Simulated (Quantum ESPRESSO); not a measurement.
Crystal: NaF (Villiaumite).

```
CELL_PARAMETERS angstrom
0.00000 2.32000 2.32000
2.32000 0.00000 2.32000
2.32000 2.32000 0.00000
ATOMIC_POSITIONS crystal
Na 0.00000 0.00000 0.00000
F 0.50000 0.50000 0.50000
```

Base run:

* Program: Quantum ESPRESSO 7.5
* Functional: AM05
* Potentials or basis: GBRV 1.5 PBE
* Cutoff: 612 eV
* Density cutoff: 4898 eV
* k mesh: 8 × 8 × 8, shifted
* Occupations: fermi-dirac, width 0.05 eV
* Spin: no spin polarisation

Its results: pressure 1.7 GPa; electronic dielectric tensor (diagonal) 1.88.

Task: After a change of settings the same cell gave: pressure -3.9 GPa; electronic dielectric tensor (diagonal) 1.91. Which change was it?
A. functional from AM05 to BLYP
B. functional from AM05 to LDA; potentials or basis from GBRV 1.5 PBE to GBRV 1.5 LDA
C. functional from AM05 to WC
D. functional from AM05 to PBEsol; potentials or basis from GBRV 1.5 PBE to GBRV 1.5 PBEsol

Result: B.

Caveats: the potentials were made for another functional, which shifts forces and pressure (some runs); the cell is more than 3 GPa from zero pressure, which shifts response properties (some runs).
